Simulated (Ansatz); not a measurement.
# V_O in SiO2 (P3_121) against the share of exact exchange, part 2 of 2

Aim: the (+1/0) level of V_O in SiO2 (P3_121) as a function of the share of exact exchange, with the cost of each choice. The model is a cell of 72 host atoms with 1 O taken out; the atoms are relaxed once and then held.

Ansatz 0.2.0; plane-wave PAW DFT; relaxations with PBEsol, then single points with PBEsol and HSE06 form with several shares of exact exchange, on supercells at fixed charge in a uniform background.

So far: Set-up; Relaxing both charge states, PBEsol.

## (3) First setting: 0 (PBEsol)

Exact exchange opens the gap of the host. A level of a localised state need not follow either band edge, so its distance to each edge changes.

The input, qp1_M1.a0/input.yaml:

```yaml
crystal:
  checkpoint: "../qp1_M1.relax.run"
  host: checkpoint
total_charge: 1
basis:
  ecutwfc: 420
  xc_grid: 2
hamiltonian:
  xc: pbesol
  pseudopotentials: { kind: paw, azcp: { folder: soft_1 }, xc_functional: pbe }
kpoints:
  mp_grid: { grid: [1, 1, 1], shift: [0.25, 0.25, 0.25] }
magnetization:
  spin_polarized: true
  initial_magnetization: 1
  spin_locking: { lock_magnetization: hard }
scf:
  occupations: { method: fixed }
  max_iter: 60
output:
  forces: true
  charged_corrections:
    epsilon: [2.49, 2.49, 2.52]
    static_epsilon: [4.63, 4.63, 4.85]
    defect_position: [0.293757, 0.427297, 0.559361]
  eigenvalues: true
  eigenstates: { localisation: true }
  efg: {}
checkpoint:
  read: "../qp1_M1.relax.run"
  write: "../qp1_M1.a0.run"
  compress: false
  write_wavefunctions: false
  write_every: 100000
```

On the command line:

```bash
ansatz run input.yaml --threads 32 --pin off --max-ram 84787MiB --backend cuda --events-out ev --progress --plain --runs-dir out --max-vram 78GiB
```

Numbers of over 12 decimals in the logs are rounded to 6 here.

The log of the run:

```text
[...]
crystal.checkpoint: the structure is that of <dir>, a `relax` run, at its step 10: its result, under pbesol at a charge of 1 e; 71 atoms read, 0 with a starting moment; crystal.structure_sha256 for this input is
[...]
device memory: the entry about to start is reckoned to put 6.7 GiB on a device that reports 172.0 GiB free (of which the cap on the GPU budget leaves the run 78.0 GiB)
GPU FFT provider: cuFFT
GPU libraries: cuBLAS 13.8.1, cuFFT 12.4.0, cuSOLVER 12.3.2
GPU matrix products: emulated (plane waves: as basis.precision tells), large ones in fixed point in workspaces of 1.00 GiB
Crystal: 71 atoms, lattice volume = 923.118 Å³
Basis set: ecut = 420 eV, 18049 PW (Γ), exchange–correlation on 144×144×150 points (8 copies of the dense FFT grid, shifted against one another)
Bands: 260, of which v1, the nominal top of the filled ones, is band 189 counted from 1 (188 counted from 0)
Symmetry: 1 space group operations
[...]
k-points: 1
[...]
Starting moments: Σ|m| = 1 μB on 71 of 71 sites; this step starts from the density that it was given
[...]
GPU buffer pool allocated for 388800 grid points (all kernels)
GPU transforms: local potential and band sums: pruned to the plane-wave sphere, on 72×72×75
[...]
SCF iter   1: F=—  HF=-41358.386292 eV  |Δ(HF+E_count)|=         —  Δρ=1.17e-6 (↑1.17e-6 ↓1.15e-6)  dr2=4.52e-8  dr2_m=2.77e-10  M=1.000 μB ∫|m|=1.035 μB  Hψ=1238
[...]
SCF iter   2: F=-41358.386292 eV  HF=-41358.386292 eV  |Δ(HF+E_count)|=   9.82e-9  Δρ=8.00e-7 (↑8.00e-7 ↓7.97e-7)  dr2=2.48e-8  dr2_m=1.69e-10  M=1.000 μB ∫|m|=1.035 μB  Hψ=1064
SCF 1 converged in 2 iterations: F = -41358.386292 eV  dr2 = 2.48e-8
[...]
SCF converged after 2 iterations
Magnetization: 1.0000 μB (189.0000 up, 188.0000 down)
Absolute magnetization: 1.0382 μB (∫|ρ↑−ρ↓|, with the PAW one-centre terms)
[...]
Per-site moments (μB) at R_I (Å): [(-3.2609194512940135e-6, 0.667296), (0.00028251, 0.663477), (1.4685068613885567e-5, 0.667721), [... 6 left out ...]
Free energy (F): -41358.386292 eV
[...]
Internal energy: -41358.386292 eV  (E = F + TS)
E sigma→0 (E₀):  -41358.386292 eV
Fermi energy:    2.793279 (↑ 2.793279, ↓ 2.176413) eV
[...]
--- Forces (eV/Å), atoms counted from 1 ---
  atom   1  Si     0.00005282     0.00266298     0.00177878
  atom   2  Si    -0.00958745     0.00230262    -0.00635674
  [... 1 atom left out ...]
  atom   4  O      0.00465670     0.00297652     0.00473900
  [... 2 atoms left out ...]
  [... 65 more lines of this table ...]
  max |Σ_I F_I| component: 2.79e-5 eV/Å
--- PAW observables at the nuclei: V_zz in 10²¹ V/m², potentials from the cell's mean, atoms counted from 1 ---
  [...]
F Makov-Payne    = n/a  (the rows are of the electrons' constant alone; ansatz place-levels tells what screens the charge)
[...]
--- Band table (eV) ---
[...]
```

Elapsed: 2.8 s, on 1 × NVIDIA GB200 with 32 threads of Arm Neoverse V2, shared host; peak memory 1.7 GiB.

Both charges and the host at this setting go to place-levels, which corrects for the image charge and aligns the potentials.

The input, levels.a0.yaml:

```yaml
host:
  run: host.a0.run
states: [q0.a0.run, qp1_M1.a0.run]
geometry_from:
  q0.a0.run: q0.relax.run
  qp1_M1.a0.run: qp1_M1.relax.run
  host.a0.run: host.relax.run
chemical_potentials:
  O:
    energy: -558.291301
    dataset: <sha256 of the dataset>
```

On the command line:

```bash
ansatz place-levels levels.a0.yaml -- --threads 32 --pin off --max-ram 84787MiB
```

The log of the run:

```text
(+1/0) 0.427 eV above the valence edge, 5.294 eV under the conduction edge
formation energy of charge +1: +4.904 eV with the Fermi level at the valence edge
formation energy of charge 0: +5.331 eV with the Fermi level at the valence edge
  edges by pbesol, gap 5.722 eV; the host is sampled to repeats of 14.71 Å
  the defect's cells are sampled to repeats of 14.71 Å, like sampling
  charge +1: -41358.0787 eV with its correction of +0.308 eV, at epsilon [4.63, 4.63, 4.85], aligned at sites: -0.1390 eV, mean over 36 atomic sites at or beyond 4.95 Å from the defect at [0.2938, 0.4273, 0.5594], with +0.000601 for the charge's moments and [...]
  charge 0: +0.000 eV for its dipole among its images, +0.000 omitted
  of states[1] (qp1_M1.a0.run): how wide its charge is, is not read beside other atoms or cores, and a band state would take no correction. [...]
  of states[0] (q0.a0.run): its displacements don't fall off away from the defect: farther atoms stand 0.055 Å off the host's places. [...]
```

Wall time 0.12 s (32 threads).

At this setting the gap is 5.722 eV and (+1/0) lies 0.427 eV above the valence top.

## (4) The other settings

From the second setting on only the share changes; the first is PBEsol, whose semilocal part differs from that of the hybrids. The next input; the others follow the same pattern (0.2, 0.25, 0.3 and 0.4):

qp1_M1.a10/input.yaml, as its differences from qp1_M1.a0/input.yaml of step 3:

```diff
@@ -8,4 +8,4 @@
 hamiltonian:
-  xc: pbesol
-  pseudopotentials: { kind: paw, azcp: { folder: soft_1 }, xc_functional: pbe }
+  xc: { preset: hse06, exx: 0.1 }
+  pseudopotentials: { kind: paw, azcp: { folder: soft_1 } }
 kpoints:
@@ -30,3 +30,3 @@
   read: "../qp1_M1.relax.run"
-  write: "../qp1_M1.a0.run"
+  write: "../qp1_M1.a10.run"
   compress: false
```

## (5) Result against cost

Times of the states on 1 × NVIDIA GB200 with 32 threads of Arm Neoverse V2, shared host; the host is run again at each setting:

| share of exact exchange | gap (eV) | (+1/0) above the valence top (eV) | under the conduction bottom (eV) | time, both charge states | time, host and placing | peak memory of a state (GiB) |
| --- | --- | --- | --- | --- | --- | --- |
| 0 (PBEsol) * | 5.722 | 0.427 | 5.294 | 4.2 s | 5.6 s | 1.7 |
| 0.1 | 6.564 | 0.847 | 5.717 | 22 s | 5.7 min | 2.5 |
| 0.2 | 7.301 | 1.296 | 6.004 | 21 s | 5.7 min | 2.2 |
| 0.25 | 7.672 | 1.526 | 6.146 | 22 s | 6.2 min | 2.3 |
| 0.3 | 8.045 | 1.758 | 6.287 | 25 s | 6.2 min | 2.2 |
| 0.4 | 8.797 | 2.232 | 6.565 | 27 s | 6.7 min | 2.1 |

* started from the relaxation's converged state in the same settings, so its time is no fair cost.

## (6) What came out

- (plus 1/0) level, 0 (PBEsol): 0.43 eV
- (plus 1/0) level, 0.1: 0.85 eV
- (plus 1/0) level, 0.2: 1.30 eV
- (plus 1/0) level, 0.25: 1.53 eV
- (plus 1/0) level, 0.3: 1.76 eV
- (plus 1/0) level, 0.4: 2.23 eV
- slope of the gap among the hybrids: 0.74 eV per 0.1 of exact exchange

In words: From a share of 0 (PBEsol) to 0.4 the gap opens from 5.72 to 8.80 eV and (+1/0) moves from 0.43 to 2.23 eV above the valence top. Among the hybrids, by fitted slopes, the level takes 62 % of the gap's opening, between the two edges, as a localised state does. The atoms were held at the semilocal structure, so a distortion that exact exchange would bring is missing. The program warns that hybrid band edges depend on the exchange mesh, which was not varied here; the gaps and slopes may carry that error. Only the charges 0 and +1 were run, each from one start, so (+1/0) need not be a change between stable states. Keep in mind: one k-point off the zone centre stands for the whole zone; the structures are those of PBEsol; force components of up to 0.69 eV/Å remain in a run at the final settings.

[Logs are printed without paths, hosts, clocks, repeated set-up lines and the standing remarks that a program may print on its own settings, such as how far it seeks lower states.]

[Hosts, paths, dates, database ids (printed as entryN), source tags and the programs' standing remarks are cut or masked in the printed files.]

[Where a table of states has a column of steps, it counts the stored structures, which are thinned; the runs took as many ionic steps or more.]

[For some hosts the program warned that the k-mesh of the response run may be too coarse for force constants and the static dielectric constant; such warnings are not shown here.]
